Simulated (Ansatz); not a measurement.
# CdTe (zincblende): how the settings move a single-point run

How sensitive is a single-point run of CdTe (zincblende) to its settings? A reference run comes first, then three runs with altered input.

Computed with Ansatz 0.2.0 (reference: DFT r2SCAN, scalar-relativistic, plane waves, PAW, unless a step's input says otherwise).

1 further run of the same task is left out (set aside as unsound or not needed).

## Step 1: The starting structure

It takes space group F-43m (No. 216, cubic). The conventional cell has a = 6.557 Å, b = 6.557 Å, c = 6.557 Å, α = 90.00°, β = 90.00°, γ = 90.00°. Cd (site symmetry -43m) is surrounded by 4 Te at 2.84 Å. Te (site symmetry -43m) is surrounded by 4 Cd at 2.84 Å.

Structure file:

```xyz
2
Lattice="0.0000 3.2787 3.2787 3.2787 0.0000 3.2787 3.2787 3.2787 0.0000" Properties=species:S:1:pos:R:3 pbc="T T T"
Cd    0.0000    0.0000    0.0000
Te    1.6394    1.6394    1.6394
```

## Step 2: Reference

input.yaml

```yaml
crystal:
  lattice:
    - [0.0, 3.2787246853, 3.2787246853]
    - [3.2787246853, 0.0, 3.2787246853]
    - [3.2787246853, 3.2787246853, 0.0]
  atoms:
    - { symbol: Cd, position: [0.0, 0.0, 0.0] }
    - { symbol: Te, position: [0.25, 0.25, 0.25] }
basis:
  ecutwfc: 500
  ecutrho_ratio: 4
kpoints:
  mp_grid: { grid: [10, 10, 10] }
hamiltonian:
  xc: r2scan
scf:
  occupations: { method: gaussian, width: 0.05 }
output:
  forces: true
  stress: true
  eigenvalues: true
```

Launch:

```bash
ansatz run input.yaml --threads 4 --pin off --max-ram 7168MiB --backend cpu --events-out ev --progress --plain --runs-dir out
```

## Step 3: Changing settings: ecutwfc 25.7 Ry, n_extra_bands 2, spin_polarized true

Edit input.yaml of step 2 so:

```diff
@@ -9,3 +9,3 @@
 basis:
-  ecutwfc: 500
+  ecutwfc: "25.7 Ry"
   ecutrho_ratio: 4
@@ -17,2 +17,3 @@
   occupations: { method: gaussian, width: 0.05 }
+  n_extra_bands: 2
 output:
@@ -20,2 +21,7 @@
   stress: true
-  eigenvalues: true
+  write_density: true
+  write_potential: true
+  elf: true
+  volumetric_format: npy
+magnetization:
+  spin_polarized: true
```

## Step 4: Variant: chi_scale 0.3

Edit input.yaml of step 2 so:

```diff
@@ -17,2 +17,3 @@
   occupations: { method: gaussian, width: 0.05 }
+  initial_density: { chi_scale: 0.3 }
 output:
@@ -20,2 +21,5 @@
   stress: true
-  eigenvalues: true
+  write_density: true
+  write_potential: true
+  elf: true
+  volumetric_format: npy
```

## Step 5: Changed: ecutwfc 40.4 Ry, chi_scale 0.1

Edit input.yaml of step 2 so:

```diff
@@ -9,3 +9,3 @@
 basis:
-  ecutwfc: 500
+  ecutwfc: "40.4 Ry"
   ecutrho_ratio: 4
@@ -17,2 +17,3 @@
   occupations: { method: gaussian, width: 0.05 }
+  initial_density: { chi_scale: 0.1 }
 output:
@@ -20,2 +21 @@
   stress: true
-  eigenvalues: true
```

What does the calculation give? Wanted: for each run, ending; energy change; pressure; gap; force.

The runs gave:

```
                                                     run     ending  energy change  pressure (GPa)  gap (eV)  force (eV/Å)  cycles   time
                                               reference  converged              0             0.0      1.17          0.00       6  4.4 s
1: ecutwfc 25.7 Ry, n_extra_bands 2, spin_polarized true  converged  +8.6 meV/atom             0.0      1.17          0.00       9  4.4 s
                                        2: chi_scale 0.3  converged   0.0 meV/atom             0.0      1.17          0.00       8  6.5 s
                       3: ecutwfc 40.4 Ry, chi_scale 0.1  converged  -0.8 meV/atom             0.0      1.17          0.00       7  5.2 s
```

Times don't compare one to one where runs were asked for different outputs or read a saved state (see the inputs); cycles may leave out searches for a lower state.

Residual by cycle in the longest SCF loop of each run; runs are numbered as in the table. The quantity is the density residual dr2, in eV.

```
cycle  reference    run 1    run 2    run 3
    1    0.00849    0.264     4.94    0.278
    2    0.00149    0.277    0.397   0.0498
    3     3.5e-4   0.0924   0.0267  0.00972
    4     5.7e-6   0.0414  0.00345   9.5e-5
    5     2.3e-7  0.00214   5.8e-5   5.7e-6
    6     8.1e-9   6.1e-5   2.5e-6   2.1e-7
    7          -   2.8e-6   2.4e-7   9.8e-9
    8          -   1.0e-7   9.3e-9        -
    9          -   1.0e-8        -        -
```

**Reading.** Of the converged runs whose energies compare with the reference's, «ecutwfc 25.7 Ry, n_extra_bands 2, spin_polarized true» moves the energy most (+8.6 meV/atom) and «chi_scale 0.3» least (0.0 meV/atom). Run 1 ran under the cutoff that the potentials recommend, as the log warns, so basis error is mixed into its values. The gap of the reference lacks spin-orbit coupling, though the cell holds Te.

The gaps are Kohn-Sham values of a semilocal functional, not quasiparticle or optical gaps. Such gaps usually fall short of the measured ones; spin-orbit coupling, left out here, narrows gaps with Te, so the two errors partly cancel.
